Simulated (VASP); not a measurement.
# MnAs (Pm-3m) in VASP: a series of runs, part 2 of 2

VASP 6.6.1. Earlier steps stand in the parts before.

### Step 4. Equation of state, r2SCAN, collinear spin, ferromagnetic start, 17.85 Å³/atom (volume scaled by 0.94)

Input file INCAR:

```
PREC = Accurate
ENCUT = 520
EDIFF = 1E-6
ISMEAR = -1
SIGMA = 0.05
LREAL = F
LASPH = T
NELM = 100
ALGO = Normal
ISIF = 2
LWAVE = F
LCHARG = F
ISPIN = 2
MAGMOM = 4 0
LORBIT = 11
LMAXMIX = 4
METAGGA = R2SCAN
LMIXTAU = T
```

Input file KPOINTS:

```
regular mesh
0
Gamma
  8 8 8
```

Input file POSCAR:

```
MnAs
1.0
    3.2929971462      0.0000000000      0.0000000000
    0.0000000000      3.2929971462      0.0000000000
    0.0000000000      0.0000000000      3.2929971462
Mn As
1 1
Direct
    0.0000000000      0.0000000000      0.0000000000
    0.5000000000      0.5000000000      0.5000000000
```

Potentials or basis: VASP PAW PBE potentials, release 64 (Mn_pv, As).

On the command line:

```
$ cat potpaw_PBE.64/Mn_pv/POTCAR potpaw_PBE.64/As/POTCAR > POTCAR
$ mpirun -np 1 vasp_std > vasp.out
```

OUTCAR:

```text
PREC = Accurate
   ENCUT = 520
   EDIFF = 1E-6
   ISMEAR = -1
   LREAL = F
   LASPH = T
   NELM = 100
   ISIF = 2
   ISPIN = 2
   LORBIT = 11
   METAGGA = R2SCAN

 Found     35 irreducible k-points:

 Following reciprocal coordinates:
            Coordinates               Weight
  0.000000  0.000000  0.000000      1.000000
  0.125000  0.000000  0.000000      6.000000
  0.250000  0.000000  0.000000      6.000000
  0.375000  0.000000  0.000000      6.000000
  0.500000  0.000000  0.000000      3.000000
  0.125000  0.125000  0.000000     12.000000
[... 305 lines left out ...]
  external PRESSURE =     -46.1907706 kB  Pullay stress =       0.0000000 kB

 VOLUME and BASIS-vectors are now :
 -----------------------------------------------------------------------------
  energy-cutoff  :      520.00
  volume of cell :       35.71
      direct lattice vectors                 reciprocal lattice vectors
     3.292997146  0.000000000  0.000000000     0.303674724  0.000000000  0.000000000
     0.000000000  3.292997146  0.000000000     0.000000000  0.303674724  0.000000000
     0.000000000  0.000000000  3.292997146     0.000000000  0.000000000  0.303674724

 POSITION                                       TOTAL-FORCE (eV/Angst)
 -----------------------------------------------------------------------------------
      0.00000      0.00000      0.00000         0.000000      0.000000      0.000000
      1.64650      1.64650      1.64650         0.000000      0.000000      0.000000
 -----------------------------------------------------------------------------------
    total drift:                                0.000000      0.000000      0.000000

  FREE ENERGIE OF THE ION-ELECTRON SYSTEM (eV)
  ---------------------------------------------------
  free  energy   TOTEN  =       -29.5755736113 eV

  energy  without entropy=      -29.5676549317  energy(sigma->0) =      -29.57161427

 total charge

# of ion       s       p       d       tot
------------------------------------------
    1        0.247   6.159   4.942  11.348
    2        1.286   1.444   0.038   2.767
--------------------------------------------------
tot          1.533   7.602   4.980  14.115

 magnetization (x)

# of ion       s       p       d       tot
------------------------------------------
    1        0.038   0.032   3.961   4.031
    2        0.021  -0.272   0.002  -0.248
--------------------------------------------------
tot          0.060  -0.240   3.963   3.783
```

OSZICAR:

```text
N       E                     dE             d eps       ncg     rms          rms(c)
DAV:   1     0.107074922459E+03    0.10707E+03   -0.10718E+04  2140   0.129E+03
DAV:   2    -0.292528867630E+02   -0.13633E+03   -0.13111E+03  2233   0.326E+02
DAV:   3    -0.337634971944E+02   -0.45106E+01   -0.44657E+01  2548   0.663E+01
DAV:   4    -0.338137955638E+02   -0.50298E-01   -0.50272E-01  2317   0.692E+00
DAV:   5    -0.338146561221E+02   -0.86056E-03   -0.86055E-03  2548   0.933E-01    0.108E+01
DAV:   6    -0.307849906111E+02    0.30297E+01   -0.19123E+01  2163   0.618E+01    0.177E+01
DAV:   7    -0.294474424081E+02    0.13375E+01   -0.47828E+00  2163   0.343E+01    0.535E+00
DAV:   8    -0.295649273181E+02   -0.11748E+00   -0.28118E-01  2240   0.497E+00    0.300E+00
DAV:   9    -0.295281333968E+02    0.36794E-01   -0.14995E-01  2195   0.415E+00    0.215E+00
DAV:  10    -0.295700158940E+02   -0.41882E-01   -0.34971E-02  2198   0.219E+00    0.801E-01
DAV:  11    -0.295746009760E+02   -0.45851E-02   -0.40709E-03  2243   0.663E-01    0.276E-01
DAV:  12    -0.295754525298E+02   -0.85155E-03   -0.11710E-03  2191   0.313E-01    0.791E-02
DAV:  13    -0.295754557530E+02   -0.32231E-05   -0.21465E-04  2383   0.123E-01    0.471E-02
DAV:  14    -0.295755730261E+02   -0.11727E-03   -0.62209E-05  2205   0.793E-02    0.150E-02
DAV:  15    -0.295755736113E+02   -0.58524E-06   -0.93534E-06  2268   0.242E-02
   1 F= -.29575574E+02 E0= -.29571614E+02  d E =-.791868E-02  mag=     3.8114
```

Run time: 48 s. Hardware: 1 thread of Intel Xeon Platinum 8488C (Sapphire Rapids), shared host; peak memory 0.17 GiB.

Results:

```yaml
Free_energy: -29.5756 eV
Pressure: -4.6 GPa
Band_gap_on_the_k_mesh: none (metal or under the smearing width)
Net_moment: 3.81 μB per cell
Site_moments: Mn +4.03; As -0.25 μB
Valence_electrons_inside_the_program's_atomic_spheres: Mn 11.35; As 2.77
```

Caveat: the PAW data sets were made with another functional, which shifts forces and pressure a little; a cell with one magnetic atom can't hold antiferromagnetic order, which such compounds often take.

### Step 5. Equation of state, r2SCAN, collinear spin, ferromagnetic start, 18.23 Å³/atom (volume scaled by 0.96)

Input file INCAR:

```
SYSTEM = MnAs
PREC = Accurate
ENCUT = 520
EDIFF = 1E-7
ISMEAR = -1
SIGMA = 0.05
LREAL = .FALSE.
LASPH = .TRUE.
NELM = 150
ALGO = Normal
ISIF = 2
LWAVE = .FALSE.
LCHARG = .FALSE.
ISPIN = 2
MAGMOM = 4 0
LORBIT = 11
LMAXMIX = 4
METAGGA = R2SCAN
LMIXTAU = .TRUE.
```

Input file KPOINTS:

```
regular mesh
0
G
  8 8 8
  0 0 0
```

Input file POSCAR:

```
MnAs
1.0
    3.3161880310      0.0000000000      0.0000000000
    0.0000000000      3.3161880310      0.0000000000
    0.0000000000      0.0000000000      3.3161880310
Mn As
1 1
Direct
    0.0000000000      0.0000000000      0.0000000000
    0.5000000000      0.5000000000      0.5000000000
```

On the command line:

```
$ cat potpaw_PBE.64/Mn_pv/POTCAR potpaw_PBE.64/As/POTCAR > POTCAR
$ mpirun -np 1 vasp_std > vasp.out
```

Run time: 2.1 min. Hardware: 1 thread of Intel Xeon Platinum 8488C (Sapphire Rapids), shared host; peak memory 0.2 GiB.

Results (log left out):

```
Free energy                                           : -29.5516 eV
Pressure                                              : -5.6 GPa
Band gap on the k mesh                                : none (metal or under the smearing width)
Net moment                                            : 3.86 μB per cell
Site moments                                          : Mn +4.07; As -0.25 μB
Valence electrons inside the program's atomic spheres : Mn 11.33; As 2.76
```

Caveat: the PAW data sets were made with another functional, which shifts forces and pressure a little; a cell with one magnetic atom can't hold antiferromagnetic order, which such compounds often take.

### Step 6. Equation of state, r2SCAN, collinear spin, ferromagnetic start, 18.61 Å³/atom (volume scaled by 0.98)

Input file INCAR:

```
SYSTEM = MnAs
PREC     = Accurate       ! precision mode
ENCUT    = 520            ! plane-wave cutoff, eV
EDIFF    = 1E-7           ! SCF threshold, eV
ISMEAR   = -1             ! smearing method
SIGMA    = 0.05           ! smearing width, eV
LREAL    = .FALSE.        ! projectors in reciprocal space
LASPH    = .TRUE.         ! aspherical terms in the spheres
NELM     = 120            ! most SCF steps
ALGO     = Normal         ! electronic algorithm
ISIF     = 2              ! what is computed and relaxed
LWAVE    = .FALSE.        ! write WAVECAR
LCHARG   = .FALSE.        ! write CHGCAR
ISPIN    = 2              ! spin polarisation
MAGMOM   = 4 0            ! initial moments
LORBIT   = 11             ! projections on sites
LMAXMIX  = 4              ! l up to which the mixer works
METAGGA  = R2SCAN         ! meta-GGA
LMIXTAU  = .TRUE.
```

KPOINTS is that of step 5.

Input file POSCAR:

```
MnAs
1.0
    3.3390590160      0.0000000000      0.0000000000
    0.0000000000      3.3390590160      0.0000000000
    0.0000000000      0.0000000000      3.3390590160
Mn As
1 1
Direct
    0.0000000000      0.0000000000      0.0000000000
    0.5000000000      0.5000000000      0.5000000000
```

Potentials or basis: VASP PAW PBE potentials, release 64 (Mn_pv, As).

On the command line:

```
$ cat potpaw_PBE.64/Mn_pv/POTCAR potpaw_PBE.64/As/POTCAR > POTCAR
$ mpirun -np 1 vasp_std > vasp.out
```

Run time: 2.2 min. Hardware: 1 thread of Intel Xeon Platinum 8488C (Sapphire Rapids), shared host; peak memory 0.2 GiB.

Results (log left out):

| Property | Result |
| --- | --- |
| Free energy | -29.5230 eV |
| Pressure | -6.4 GPa |
| Band gap on the k mesh | none (metal or under the smearing width) |
| Net moment | 3.90 μB per cell |
| Site moments | Mn +4.12; As -0.26 μB |
| Valence electrons inside the program's atomic spheres | Mn 11.31; As 2.75 |

Caveat: the PAW data sets were made with another functional, which shifts forces and pressure a little; a cell with one magnetic atom can't hold antiferromagnetic order, which such compounds often take.

### Step 7. Equation of state, r2SCAN, collinear spin, ferromagnetic start, 19.37 Å³/atom (volume scaled by 1.02)

Input file INCAR:

```
SYSTEM = MnAs
ALGO = Normal
EDIFF = 1E-6
ENCUT = 520
ISIF = 2
ISMEAR = -1
ISPIN = 2
LASPH = .TRUE.
LCHARG = .FALSE.
LMAXMIX = 4
LMIXTAU = .TRUE.
LORBIT = 11
LREAL = .FALSE.
LWAVE = .FALSE.
MAGMOM = 4 0
METAGGA = R2SCAN
NELM = 120
PREC = Accurate
SIGMA = 0.05
```

Input file KPOINTS:

```
k-points
0
G
  8 8 8
  0 0 0
```

Input file POSCAR:

```
MnAs
1.0
    3.3838839489      0.0000000000      0.0000000000
    0.0000000000      3.3838839489      0.0000000000
    0.0000000000      0.0000000000      3.3838839489
Mn As
1 1
Direct
    0.0000000000      0.0000000000      0.0000000000
    0.5000000000      0.5000000000      0.5000000000
```

On the command line:

```
$ cat potpaw_PBE.64/Mn_pv/POTCAR potpaw_PBE.64/As/POTCAR > POTCAR
$ mpirun -np 1 vasp_std > vasp.out
```

Wall time 2 min (1 thread of Intel Xeon Platinum 8488C (Sapphire Rapids), shared host); peak memory 0.19 GiB.

The run converged. Its results:

```
Free energy                                           : -29.4543 eV
Pressure                                              : -8.0 GPa
Band gap on the k mesh                                : none (metal or under the smearing width)
Net moment                                            : 3.97 μB per cell
Site moments                                          : Mn +4.19; As -0.26 μB
Valence electrons inside the program's atomic spheres : Mn 11.28; As 2.73
```

Caveat: the PAW data sets were made with another functional, which shifts forces and pressure a little; a cell with one magnetic atom can't hold antiferromagnetic order, which such compounds often take.

### Step 8. Equation of state, r2SCAN, collinear spin, ferromagnetic start, 19.75 Å³/atom (volume scaled by 1.04)

Input file INCAR:

```
SYSTEM = MnAs
PREC = Accurate
ENCUT = 520
EDIFF = 1E-6
ISMEAR = -1
SIGMA = 0.05
LREAL = .FALSE.
LASPH = .TRUE.
NELM = 150
ALGO = Normal
ISIF = 2
LWAVE = .FALSE.
LCHARG = .FALSE.
ISPIN = 2
MAGMOM = 4 0
LORBIT = 11
LMAXMIX = 4
METAGGA = R2SCAN
LMIXTAU = .TRUE.
```

Input file KPOINTS:

```
Automatic mesh
0
G
  8 8 8
  0 0 0
```

Input file POSCAR:

```
MnAs
1.0
    3.4058578370      0.0000000000      0.0000000000
    0.0000000000      3.4058578370      0.0000000000
    0.0000000000      0.0000000000      3.4058578370
Mn As
1 1
Direct
    0.0000000000      0.0000000000      0.0000000000
    0.5000000000      0.5000000000      0.5000000000
```

On the command line:

```
$ cat potpaw_PBE.64/Mn_pv/POTCAR potpaw_PBE.64/As/POTCAR > POTCAR
$ mpirun -np 1 vasp_std > vasp.out
```

Run time: 1.9 min. Hardware: 1 thread of Intel Xeon Platinum 8488C (Sapphire Rapids), shared host; peak memory 0.2 GiB.

Results (log left out):

```
Free energy                                           : -29.4146 eV
Pressure                                              : -8.7 GPa
Band gap on the k mesh                                : none (metal or under the smearing width)
Net moment                                            : 4.01 μB per cell
Site moments                                          : Mn +4.22; As -0.26 μB
Valence electrons inside the program's atomic spheres : Mn 11.27; As 2.73
```

Caveat: the PAW data sets were made with another functional, which shifts forces and pressure a little; a cell with one magnetic atom can't hold antiferromagnetic order, which such compounds often take.

### Step 9. Equation of state, r2SCAN, collinear spin, ferromagnetic start, 20.13 Å³/atom (volume scaled by 1.06)

Input file INCAR:

```
SYSTEM = MnAs
ALGO     = Normal         ! electronic algorithm
EDIFF    = 1E-7           ! SCF threshold, eV
ENCUT    = 520            ! plane-wave cutoff, eV
ISIF     = 2              ! what is computed and relaxed
ISMEAR   = -1             ! smearing method
ISPIN    = 2              ! spin polarisation
LASPH    = .True.         ! aspherical terms in the spheres
LCHARG   = .False.        ! write CHGCAR
LMAXMIX  = 4              ! l up to which the mixer works
LMIXTAU  = .True.       
LORBIT   = 11             ! projections on sites
LREAL    = .False.        ! projectors in reciprocal space
LWAVE    = .False.        ! write WAVECAR
MAGMOM   = 4 0            ! initial moments
METAGGA  = R2SCAN         ! meta-GGA
NELM     = 100            ! most SCF steps
PREC     = Accurate       ! precision mode
SIGMA    = 0.05           ! smearing width, eV
```

Input file KPOINTS:

```
k-points
0
Gamma
  8 8 8
  0 0 0
```

Input file POSCAR:

```
MnAs
1.0
    3.4275517840      0.0000000000      0.0000000000
    0.0000000000      3.4275517840      0.0000000000
    0.0000000000      0.0000000000      3.4275517840
Mn As
1 1
Direct
    0.0000000000      0.0000000000      0.0000000000
    0.5000000000      0.5000000000      0.5000000000
```

Potentials or basis: VASP PAW PBE potentials, release 64 (Mn_pv, As).

On the command line:

```
$ cat potpaw_PBE.64/Mn_pv/POTCAR potpaw_PBE.64/As/POTCAR > POTCAR
$ mpirun -np 1 vasp_std > vasp.out
```

It took 2 min on 1 thread of Intel Xeon Platinum 8488C (Sapphire Rapids), shared host; peak memory 0.2 GiB.

Results (log left out):

```
Free energy                                           : -29.3718 eV
Pressure                                              : -9.3 GPa
Band gap on the k mesh                                : none (metal or under the smearing width)
Net moment                                            : 4.03 μB per cell
Site moments                                          : Mn +4.25; As -0.27 μB
Valence electrons inside the program's atomic spheres : Mn 11.25; As 2.72
```

Caveat: the PAW data sets were made with another functional, which shifts forces and pressure a little; a cell with one magnetic atom can't hold antiferromagnetic order, which such compounds often take.

### Step 10. Equation of state, r2SCAN, collinear spin, ferromagnetic start

This step only gathers the single runs of the series.

Results:

| Item | Value |
| --- | --- |
| Equilibrium volume | 16.40 Å³/atom (rough: see the caveat) |
| Bulk modulus | 61 GPa (rough) |

Energy against volume, from the lowest point:
| volume (Å³/atom) | energy (meV/atom) |
| --- | --- |
| 17.854 | 0.00 |
| 18.234 | 11.99 |
| 18.614 | 26.29 |
| 18.994 | 42.53 |
| 19.374 | 60.65 |
| 19.754 | 80.49 |
| 20.134 | 101.89 |

Caveat: the minimum lies outside the volumes run; the PAW data sets were made with another functional, which shifts forces and pressure a little.

### Step 11. For comparison

An earlier run on the cell as given: functional PBE; potentials or basis VASP PAW PBE potentials, release 64 (Mn_pv, As); cutoff 520 eV; k mesh 8 × 8 × 8; occupations fermi-dirac, width 0.05 eV; collinear spin, ferromagnetic start; starting moments [4.0, 0.0] μB.

* Pressure: -10.2 GPa
* Band gap on the k mesh: none (metal or under the smearing width)
* Net moment: 3.68 μB per cell
* Site moments: Mn +3.79; As -0.18 μB
* Valence electrons inside the program's atomic spheres: Mn 11.33; As 2.67

### Step 12. Summary

```csv
task,level,potentials or basis,spin,U,cell,k mesh,cutoff (eV),smearing,supercell matrix,LDAUTYPE,hund's J,gap on the mesh (eV),pressure (GPa),moment (μB)
electric field gradients,PBE+D2+U,"VASP PAW PBE potentials, release 54 (Mn, As)","collinear, antiferromagnetic start",Mn d U = 4.5 eV,as given,8 × 8 × 4,500,fermi-dirac 0.05 eV,"[1, 0, 0, 0, 1, 0, 0, 0, 2]",-,-,none,-1.1,0.00
band structure,PBE+TS-HI+U,"VASP PAW PBE potentials, release 64 (Mn_pv, As)","collinear, antiferromagnetic start","Mn d U = 5 eV, J = 0.9 eV",volume scaled by 0.8,7 × 7 × 7,520,gaussian 0.05 eV,"[0, 1, 1, 1, 0, 1, 1, 1, 0]",1,0.9,-,-,0.00
equation of state,r2SCAN,"VASP PAW PBE potentials, release 64 (Mn_pv, As)","collinear, ferromagnetic start",-,as given,8 × 8 × 8,520,fermi-dirac 0.05 eV,-,-,-,-,-,-
single point,PBE,"VASP PAW PBE potentials, release 64 (Mn_pv, As)","collinear, ferromagnetic start",-,as given,8 × 8 × 8,520,fermi-dirac 0.05 eV,-,-,-,none,-10.2,3.68
```

Caveats: pairwise dispersion overbinds metals, which lowers pressure and volume (some runs); the U is typed as a test and isn't derived for this compound (some runs); atom-pairwise D2, TS and ULG terms overbind metals (some runs); the minimum lies outside the volumes run (some runs); the PAW data sets were made with another functional, which shifts forces and pressure a little (some runs); a cell with one magnetic atom can't hold antiferromagnetic order, which such compounds often take (some runs).

Total energies depend on the potentials used, so only differences within one code and one set of settings carry meaning.
